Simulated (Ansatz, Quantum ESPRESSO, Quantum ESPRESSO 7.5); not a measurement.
# Evanescent states of BeSe, zinc blende type, lattice constant set to 4.973 Å

How good a tunnel barrier is BeSe, zinc blende type, lattice constant set to 4.973 Å?

Method: plane-wave DFT, PBE, GBRV ultrasoft pseudopotentials (cross-check by Ansatz 0.2.0 with PAW datasets), in Quantum ESPRESSO 7.5.

Most raw output is cut from this account.

The structure was built from a prototype and need not be the compound's stable phase.

**1. Set-up**

It takes space group F-43m (No. 216, cubic). The conventional cell has a = 4.973 Å, b = 4.973 Å, c = 4.973 Å, α = 90.00°, β = 90.00°, γ = 90.00°. Be has 4 Se at 2.15 Å nearest. Se has 4 Be at 2.15 Å nearest. Farther neighbours and most contacts between anions are not listed.

**2. Self-consistent run**

pwcond needs a cell whose third axis lies along the current and stands perpendicular to the other two.

Contents of scf.in:

```
&control
  prefix = 'scf'
  outdir = './out'
  pseudo_dir = './pseudo'
  calculation = 'scf'
  tprnfor = .true.
/
&system
  ibrav = 0
  nat = 4
  ntyp = 2
  ecutwfc = 40
  ecutrho = 200
  occupations = 'fixed'
  nbnd = 14
/
&electrons
  conv_thr = 1e-09
  mixing_beta = 0.6
  electron_maxstep = 120
/
ATOMIC_SPECIES
  Be  9.0122  be_pbe_v1.4.uspp.F.UPF
  Se  78.9710  se_pbe_v1.uspp.F.UPF
CELL_PARAMETERS angstrom
  3.51644202284070 0.00000000000000 0.00000000000000
  0.00000000000000 3.51644202284070 0.00000000000000
  0.00000000000000 0.00000000000000 4.97300000000000
ATOMIC_POSITIONS crystal
  Be  0.000000000000 0.000000000000 0.000000000000
  Se  0.500000000000 0.000000000000 0.250000000000
  Be  0.500000000000 0.500000000000 0.500000000000
  Se  0.000000000000 0.500000000000 0.750000000000
K_POINTS automatic
  8 8 6 0 0 0
```

Run with:

```console
> OMP_NUM_THREADS=1 mpirun -n 2 pw.x -nk 2 -in scf.in > scf.out
```

Wall time 15 s (2 MPI ranks of Arm Neoverse V1, shared host); peak memory 0.19 GiB; 29 s of CPU time.

Numbers from this step:

* free energy: -1958.0233 eV
* valence top, on the run's zero: 6.675 eV
* conduction bottom, on the run's zero: 9.054 eV
* gap by band count: 2.379 eV

The run needed 8 iterations to bring the estimated error under 1e-09 Ry.

**3. Complex band structure**

ikind = 0 solves one period of the crystal for all kz, real and complex, at each energy and k across. ewind and epsproj trim the two-dimensional plane-wave basis; nz1 sets the subslabs.

Contents of cbs.in:

```
&inputcond
  outdir = './out'
  prefixl = 'scf'
  band_file = 'cbs'
  ikind = 0
  ewind = 4.0
  epsproj = 1e-05
  nz1 = 7
  energy0 = 4.48
  denergy = -0.16
/
4
  0.00000000 0.00000000 1.00000000
  0.50000000 0.00000000 1.00000000
  0.50000000 0.50000000 1.00000000
  0.25000000 0.00000000 1.00000000
41
```

Run with:

```console
> OMP_NUM_THREADS=1 mpirun -n 2 pwcond.x -in cbs.in > cbs.out
```

It took 2.3 min on 2 MPI ranks; peak memory 0.13 GiB.

This step gave:

```
peak of the smallest κ at the zone centre : 0.275 Å⁻¹
energy of the peak at the zone centre     : 1.92 eV
peak of the smallest κ at (1/4, 0)        : 0.33 Å⁻¹
```

K across = (0, 0) in the cell's reciprocal vectors; values within 0.0025 1/Å of each other count once, columns are sorted by size at each energy, a dash where no further value was kept. Im kz of the slowest decaying states against energy, zero at the highest filled level of the SCF mesh:

```
energy (eV)  decay 1 (Å⁻¹)  decay 2 (Å⁻¹)  decay 3 (Å⁻¹)
      -1.92          0.863           1.84           1.85
      -1.76          0.847           1.81           1.82
      -1.60           0.83           1.73           1.81
      -1.44          0.814           1.68           1.80
      -1.28          0.797           1.64           1.79
      -1.12          0.781           1.60           1.78
      -0.96          0.763           1.56           1.77
      -0.64          0.728           1.49           1.75
      -0.48           0.71           1.46           1.74
      -0.32          0.691           1.42           1.73
      -0.16          0.672           1.39           1.72
       0.00           0.01          0.014          0.652
       0.16          0.102          0.129          0.631
       0.32          0.141          0.177           0.61
       0.48          0.169          0.211          0.588
       0.64          0.191          0.237          0.565
       0.80          0.209          0.258          0.541
       0.96          0.224          0.275          0.515
       1.12          0.237          0.289          0.488
       1.44          0.257           0.31          0.427
       1.60          0.264          0.317          0.391
       1.76           0.27          0.322          0.352
       1.92          0.275          0.306          0.326
       2.08           0.25          0.279          0.328
       2.24          0.172          0.282          0.329
       2.40          0.283          0.329          0.804
       2.56          0.284          0.327          0.758
       2.72          0.284          0.324           0.71
       2.88          0.283           0.32          0.659
       3.04           0.28          0.315          0.607
       3.20          0.277          0.308          0.552
       3.52          0.268           0.29          0.431
       3.68          0.262          0.279          0.364
       3.84          0.255          0.266          0.287
       4.00          0.189          0.247          0.251
       4.16          0.233          0.238           1.40
       4.32          0.213          0.228           1.38
       4.48          0.188          0.219           1.37
```

K across = (0, 0) in the cell's reciprocal vectors. Re kz of states that move upwards against energy, zero at the highest filled level of the SCF mesh:

```
energy (eV)  channel 1 (Å⁻¹)  channel 2 (Å⁻¹)  channel 3 (Å⁻¹)
      -1.92           -0.437            0.628            0.628
      -1.76           -0.589           -0.589           -0.412
      -1.60           -0.545           -0.545           -0.386
      -1.44           -0.502           -0.502           -0.361
      -1.28           -0.460           -0.460           -0.334
      -1.12           -0.418           -0.418           -0.308
      -0.96           -0.377           -0.377           -0.280
      -0.64           -0.292           -0.292           -0.221
      -0.48           -0.246           -0.246           -0.188
      -0.32           -0.196           -0.196           -0.150
      -0.16           -0.135           -0.135           -0.104
       0.00                -                -                -
       0.16                -                -                -
       0.32                -                -                -
       0.48                -                -                -
       0.64                -                -                -
       0.80                -                -                -
       0.96                -                -                -
       1.12                -                -                -
       1.44                -                -                -
       1.60                -                -                -
       1.76                -                -                -
       1.92                -                -                -
       2.08                -                -                -
       2.24                -                -                -
       2.40           0.0671                -                -
       2.56            0.202                -                -
       2.72            0.282                -                -
       2.88            0.348                -                -
       3.04            0.408                -                -
       3.20            0.465                -                -
       3.52            0.577                -                -
       3.68           -0.630                -                -
       3.84           -0.571                -                -
       4.00           -0.511                -                -
       4.16           -0.449           0.0897                -
       4.32           -0.383            0.221                -
       4.48           -0.312            0.296                -
```

K across = (1/2, 0) in the cell's reciprocal vectors; values within 0.0025 1/Å of each other count once, columns are sorted by size at each energy, a dash where no further value was kept. Table of Im kz of the slowest decaying states by energy, zero at the highest filled level of the SCF mesh:

```
energy (eV)  decay 1 (Å⁻¹)  decay 2 (Å⁻¹)  decay 3 (Å⁻¹)
      -1.92          0.707           1.46           2.26
      -1.60          0.539           1.42           2.25
      -1.28           1.39           2.23           2.46
      -0.96          0.144          0.497           1.35
      -0.64          0.204          0.608           1.32
      -0.32          0.244          0.662           1.28
      -0.16           0.26          0.679           1.26
       0.00          0.274          0.692           1.24
       0.16          0.285          0.701           1.22
       0.48          0.304          0.712           1.19
       0.80          0.319          0.716           1.15
       1.12          0.328          0.714           1.10
       1.44          0.334          0.707           1.06
       1.76          0.336          0.697           1.02
       2.08          0.335          0.683          0.971
       2.40           0.33          0.666          0.923
       2.72          0.321          0.646          0.873
       2.88          0.315          0.635          0.847
       3.20          0.299           0.61          0.792
       3.52          0.278          0.581          0.732
       3.84          0.248           0.55          0.667
       4.16          0.207          0.513              -
       4.48          0.141          0.472          0.504
```

K across = (1/2, 1/2) in the cell's reciprocal vectors; values within 0.0025 1/Å of each other count once, columns are sorted by size at each energy, a dash where no further value was kept. Im kz of the slowest decaying states against energy, zero at the highest filled level of the SCF mesh:

```
energy (eV)  decay 1 (Å⁻¹)  decay 2 (Å⁻¹)  decay 3 (Å⁻¹)
      -1.92          0.322          0.351           2.15
      -1.76          0.332          0.367           2.14
      -1.44          0.345          0.391           2.12
      -1.28          0.349          0.401           2.11
      -0.96          0.352          0.415           2.09
      -0.80          0.352           0.42           2.08
      -0.64          0.351          0.425           2.07
      -0.32          0.345           0.43           2.06
      -0.16           0.34          0.431           2.05
       0.00          0.335          0.432           2.04
       0.32          0.321           0.43           2.02
       0.48          0.313          0.428           2.01
       0.80          0.292          0.421           1.99
       0.96           0.28          0.417           1.98
       1.12          0.267          0.412           1.97
       1.44          0.236            0.4           1.95
       1.60          0.217          0.392           1.94
       1.76          0.195          0.384           1.93
       2.08          0.138          0.365           1.91
       2.24          0.095          0.354           1.90
       2.56          0.329           1.88           1.99
       2.72          0.314           1.87           1.98
       2.88          0.299           1.86           1.97
       3.20          0.262           1.83           1.95
       3.36           0.24           1.82           1.94
       3.52          0.216           1.81           1.92
       3.84          0.151           1.79            1.9
       4.00          0.102           1.78           1.89
       4.32           1.76           1.86           2.02
       4.48           1.75           1.85           2.01
```

K across = (1/4, 0) in the cell's reciprocal vectors; values within 0.0025 1/Å of each other count once, columns are sorted by size at each energy, a dash where no further value was kept. Table of Im kz of the slowest decaying states by energy, zero at the highest filled level of the SCF mesh:

```
energy (eV)  decay 1 (Å⁻¹)  decay 2 (Å⁻¹)  decay 3 (Å⁻¹)
      -1.92          0.108           1.15           1.46
      -1.76          0.101           1.13           1.45
      -1.44           0.04           1.10           1.42
      -1.28           1.08           1.40           1.69
      -0.96           1.04           1.37           1.67
      -0.80           1.02           1.36           1.65
      -0.64          0.085           1.00           1.34
      -0.32          0.178          0.963           1.31
      -0.16          0.152          0.205          0.943
       0.00          0.226          0.923           1.28
       0.32          0.262          0.316          0.881
       0.48          0.276          0.348          0.859
       0.80          0.297          0.398          0.815
       0.96          0.306          0.418          0.792
       1.12          0.312          0.435          0.768
       1.44          0.323          0.462          0.719
       1.60          0.326          0.473          0.693
       1.76          0.328          0.483          0.666
       2.08           0.33          0.498          0.608
       2.24          0.329          0.503          0.578
       2.56          0.324           0.51          0.984
       2.72          0.321          0.472          0.513
       2.88          0.316           0.43          0.514
       3.20          0.302          0.329          0.512
       3.36          0.263          0.294          0.508
       3.52           0.17          0.283          0.504
       3.84          0.258          0.489          0.814
       4.00          0.242          0.479          0.793
       4.32          0.199          0.449          0.753
       4.48          0.168          0.429          0.733
```

**4. Complex bands with pwcond.x, with ewind = 6.0 and epsproj = 1e-07**

A sensitivity test on the input.

cbs.w.in is the input of step 3 with these lines changed:

```diff
@@ -3,6 +3,6 @@
   prefixl = 'scf'
-  band_file = 'cbs'
+  band_file = 'cbs.w'
   ikind = 0
-  ewind = 4.0
-  epsproj = 1e-05
+  ewind = 6.0
+  epsproj = 1e-07
   nz1 = 7
```

Run with:

```console
> OMP_NUM_THREADS=1 mpirun -n 2 pwcond.x -in cbs.w.in > cbs.w.out
```

The job ended after 3.6 min (2 MPI ranks; peak memory 0.15 GiB; 7.1 min of CPU time).

Beside the run it was changed from:

```
                                       quantity  this run  unchanged run  difference
peak of the smallest κ at the zone centre (Å⁻¹)     0.275          0.275           0
                                  wall time (s)       214            137
```

The physical values in this table stay within 0.05 %.

(Continued in part 2 of 2.)

[Logs are printed without paths, hosts, clocks, repeated set-up lines and the standing remarks that a program may print on its own settings, such as how far it seeks lower states.]

[Hosts, paths, dates, database ids (printed as entryN), source tags and the programs' standing remarks are cut or masked in the printed files.]

[Maps of the electrostatic potential energy from Ansatz leave out the sawtooth potential of an applied field or a dipole correction, so their vacuum need not be flat; planar profiles and work functions include it.]
